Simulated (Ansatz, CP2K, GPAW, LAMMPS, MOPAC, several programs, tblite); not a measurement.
# CdS from cheap methods to r2SCAN

How much accuracy does each second buy? CdS is computed with 12 methods, from the cheapest up to r2SCAN.

Computed with LAMMPS, MOPAC, tblite, CP2K, GPAW, Ansatz (versions at each run) (no spin polarisation, static lattice; gaps from single points on the cell relaxed beforehand with r²SCAN, unless a step's input says otherwise).

1 further run of the same task is left out (set aside as unsound or not needed).

## 1. The structure to begin with

Symmetry: P6_3/mmc, No. 194, hexagonal system. Conventional cell: a = 3.841 Å, b = 3.841 Å, c = 6.445 Å, α = 90.00°, β = 90.00°, γ = 120.00°. Cd (site symmetry -3m) has 6 S at 2.74 Å as nearest neighbours. S (site symmetry -6m2) has 6 Cd at 2.74 Å as nearest neighbours.

Structure file:

```cif
data_structure
_symmetry_space_group_name_H-M 'P6_3/mmc'
_symmetry_Int_Tables_number 194
_cell_length_a 3.8410
_cell_length_b 3.8410
_cell_length_c 6.4453
_cell_angle_alpha 90.000
_cell_angle_beta 90.000
_cell_angle_gamma 120.000
_cell_volume 82.35
loop_
_atom_site_label
_atom_site_type_symbol
_atom_site_symmetry_multiplicity
_atom_site_Wyckoff_symbol
_atom_site_fract_x
_atom_site_fract_y
_atom_site_fract_z
_atom_site_occupancy
Cd1 Cd 2 a 0.00000 0.00000 0.00000 1
S1 S 2 c 0.33333 0.66667 0.25000 1
```

The structure type (NiAs) is imposed and need not be the compound's stable one.

**Question.** The methods are CdTeZnSeHgS0.sw, PM6, PM7, GFN1-xTB (tblite), GFN2-xTB (tblite), PBE/DZVP, PBE/single-zeta, PBE/SZV, coarse PBE, GLLB-SC, PBE, r2SCAN. What gap does r2SCAN give on this cell, and which other methods (full PBE left aside) come nearest to r2SCAN and farthest in gap, volume and bulk modulus?

| quantity | value |
| --- | --- |
| r2SCAN | gap 1.26 eV, 20.59 Å³/atom, B₀ 81 GPa |
| gap: nearest and farthest of the other methods | GLLB-SC (+0.35 eV), PM7 (+4.30 eV) |
| volume: nearest and farthest of the other methods | PBE/SZV (+2.8 %), CdTeZnSeHgS0.sw (+20.6 %) |
| bulk modulus: nearest and farthest of the other methods | PBE/SZV (+8 %), PM7 (+66 %) |

In words: Among the 9 methods compared for the gap (full PBE left aside), GLLB-SC is nearest to r2SCAN and PM7 farthest. For the volume, of the 6 methods compared (full PBE left aside), PBE/SZV comes nearest to r2SCAN and CdTeZnSeHgS0.sw is farthest. Among the 6 methods compared for the bulk modulus (full PBE left aside), PBE/SZV is nearest to r2SCAN and PM7 farthest. Classical potentials are fitted to lattice constants of common crystals, so a close volume there is built in, not predicted. A minimal basis or a coarse cutoff and mesh shifts results by its own error, so closeness to r2SCAN can be chance. Cluster runs see only the k-points that fold onto the zone centre, so their gaps can miss the band edges. GLLB-SC is compared with its derivative discontinuity added. No volume is given for PM6, PBE/single-zeta, coarse PBE, which can hide a larger miss. CPU times run from 0.14 s (CdTeZnSeHgS0.sw) to 1.8 min (PM6). On this cell PM6, PBE/DZVP, PBE/single-zeta, GLLB-SC cost more than r2SCAN itself (20 s), so they are no saving here. A cluster method computes far more atoms than the primitive cell, so on a small crystal it can cost more than plane waves. GFN1-xTB (tblite), GFN2-xTB (tblite) disagree with r2SCAN even on whether there is a gap. r2SCAN is a yardstick, not the truth: it usually gives gaps below the measured ones.
